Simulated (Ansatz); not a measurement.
**Two Ansatz runs on MnSb**

The structure comes from a relaxation in the same program, started in the zincblende type. Whether it is a known phase or the ground state wasn't checked. The listed cell was then made from it by scaling, straining or moving an atom.

First run: DFT, PBE, all-electron PAW with datasets made for the crystal, scalar-relativistic (Ansatz 0.2.0).

Command: `ansatz run input.yaml --threads 1 --pin off --max-ram 3072MiB --backend cpu --events-out ev --progress --plain --runs-dir out` The run took 2.2 min on 1 thread of Arm Neoverse V1 (shared host).

```yaml
crystal:
  lattice:
    - [-0.0309008808, 3.074637642, 3.074637642]
    - [3.074637642, -0.0309008808, 3.074637642]
    - [3.074637642, 3.074637642, -0.0309008808]
  atoms:
    - { symbol: Mn, position: [0.0, 0.0, 0.0], spin: 4.0 }
    - { symbol: Sb, position: [0.25, 0.25, 0.25] }
magnetization:
  spin_polarized: true
kpoints:
  mp_grid: { grid: [10, 10, 10] }
scf:
  occupations: { method: fermi_dirac, width: 0.03 }
hamiltonian:
  xc: pbe
  pseudopotentials: { kind: all_electron, datasets: crystal }
output:
  forces: true
  stress: true
  eigenvalues: true
  efg: { contact_densities: true }
```

Result: converged; pressure 0.01 GPa; largest force 0.144 eV/Å; moment 4.00 μB; 10 SCF iterations.

Spin–orbit coupling is left out, though it moves levels of the heavy atoms by tenths of an eV or more.

The input is then changed:

```diff
@@ -12,5 +12,6 @@
   mp_grid: { grid: [10, 10, 10] }
 scf:
-  occupations: { method: fermi_dirac, width: 0.03 }
+  occupations: { method: tetrahedron }
+  algorithm: direct_min
 hamiltonian:
   xc: pbe
@@ -21,3 +22,5 @@
   eigenvalues: true
   efg: { contact_densities: true }
+basis:
+  xc_grid: 2
```

**Question.** Predict the outcome of the changed run.

**Answer.** It was refused before any iteration. The program says:
```
Error: inconsistent input (scf.algorithm, scf.occupations.method): direct minimisation with tetrahedron occupations — the free energy that is minimised is that of smeared or fixed occupations, and a tetrahedron fill has neither; use a smearing scheme or fixed occupations, or the default algorithm without scf.convergence.dm_fallback
```
